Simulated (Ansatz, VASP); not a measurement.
One calculation of CoO, two programs

```xyz
2
Lattice="0.0000 2.1315 2.1315 2.1315 0.0000 2.1315 2.1315 2.1315 0.0000" Properties=species:S:1:pos:R:3 pbc="T T T"
Co    0.0000    0.0000    0.0000
O     2.1315    2.1315    2.1315
```

Alike in both runs: task single point; functional PBE; k mesh 11 × 11 × 11; occupations fermi-dirac, width 0.05 eV; collinear spin.

|  | VASP | Ansatz |
| --- | --- | --- |
| version | VASP 6.6.1 | Ansatz 0.2.0 |
| potentials or method | VASP PAW PBE potentials, release 64 (Co, O) | Ansatz PAW |
| plane-wave cutoff (eV) | 520 | 420 |
| valence electrons in the cell | 15 | 23 |

|  | VASP | Ansatz | Ansatz less VASP |
| --- | --- | --- | --- |
| gap on the k mesh at the Fermi level (eV) | none | none | - |
| pressure (GPa) | -2.3 | -1.9 | +0.47 |
| net moment per atom (μB) | 1.45 | 1.46 | +0.015 |
| size of the moment on the site where the two differ most (μB) | 2.55 | 2.49 | -0.060 |

Site moments also hang on the region over which each program counts them. A gap of «none» marks a metal or a gap that the smearing closes. With one functional, cell and mesh, what is left measures potentials, basis and numerics. The two sets of potentials don't hold the same shells in valence.

Caveats: a cell with one magnetic atom can't hold antiferromagnetic order, which such compounds often take; semilocal functionals often make such compounds metallic where correlation or magnetic order opens a gap, which also shifts bond lengths; the pressure holds a Pulay correction of +0.7 GPa for the finite cutoff (Ansatz).
